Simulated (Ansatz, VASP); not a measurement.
## AlN: VASP beside Ansatz

The input INCAR:

```
PREC = Accurate
ENCUT = 520
EDIFF = 1E-6
ISMEAR = 0
SIGMA = 0.05
LREAL = F
LASPH = T
NELM = 100
ALGO = Normal
ISIF = 2
LWAVE = F
LCHARG = F
GGA = CA
NBANDS = 16
```

KPOINTS

```
Automatic mesh
0
Gamma
  9 9 6
```

File POSCAR:

```
AlN
1.0
    3.1403243997      0.0000000000      0.0000000000
   -1.5701621999      2.7196007063      0.0000000000
    0.0000000000      0.0000000000      5.0263297624
Al N
2 2
Direct
    0.3301182952      0.6602365904      0.0015212672
    0.6698817048      0.3397634096      0.5015212672
    0.3362022155      0.6724044311      0.3834787328
    0.6637977845      0.3275955689      0.8834787328
```

Input for Ansatz:

```yaml
crystal:
  lattice:
    - [3.1403243997, 0.0, 0.0]
    - [-1.5701621999, 2.7196007063, 0.0]
    - [0.0, 0.0, 5.0263297624]
  atoms:
    - { symbol: Al, position: [0.3301182952, 0.6602365904, 0.0015212672] }
    - { symbol: Al, position: [0.6698817048, 0.3397634096, 0.5015212672] }
    - { symbol: "N", position: [0.3362022155, 0.6724044311, 0.3834787328] }
    - { symbol: "N", position: [0.6637977845, 0.3275955689, 0.8834787328] }
basis:
  ecutwfc: 520.0
kpoints:
  mp_grid: { grid: [9, 9, 6] }
hamiltonian:
  xc: lda
scf:
  occupations: { method: gaussian, width: 0.05 }
output:
  forces: true
  stress: true
  eigenvalues: true
```

Change from the starting cell: mode 5 frozen in at -0.017 Å, equal normal strain along x, y and z +0.0167.

Alike in both runs: task single point; functional LDA; k mesh 9 × 9 × 6; occupations gaussian, width 0.05 eV; no spin polarisation.

|  | VASP | Ansatz |
| --- | --- | --- |
| version | VASP 6.6.1 | Ansatz 0.2.0 |
| potentials or method | VASP PAW LDA potentials, release 64 (Al, N) | scalar-relativistic, plane waves, PAW |
| plane-wave cutoff (eV) | 520 | 520 |
| valence electrons in the cell | 16 | 16 |

Ansatz gave:

| Item | Value |
| --- | --- |
| gap on the k mesh at the Fermi level (eV) | 3.98 |
| least direct gap on the mesh (eV) | 3.98 |
| pressure (GPa) | -9.5 |
| largest component of the traceless stress (GPa) | 0.44 |
| rms of the force components (eV/Å) | 0.046 |

Q: Estimate VASP's values.

A: gap on the k mesh at the Fermi level (eV): 3.98; least direct gap on the mesh (eV): 3.98; pressure (GPa): -9.1; largest component of the traceless stress (GPa): 0.43; rms of the force components (eV/Å): 0.046.

Atom by atom the forces differ by 0.000 eV/Å (rms over components).

Caveats: an odd mesh through Γ misses points on the zone boundary, where band edges often lie.
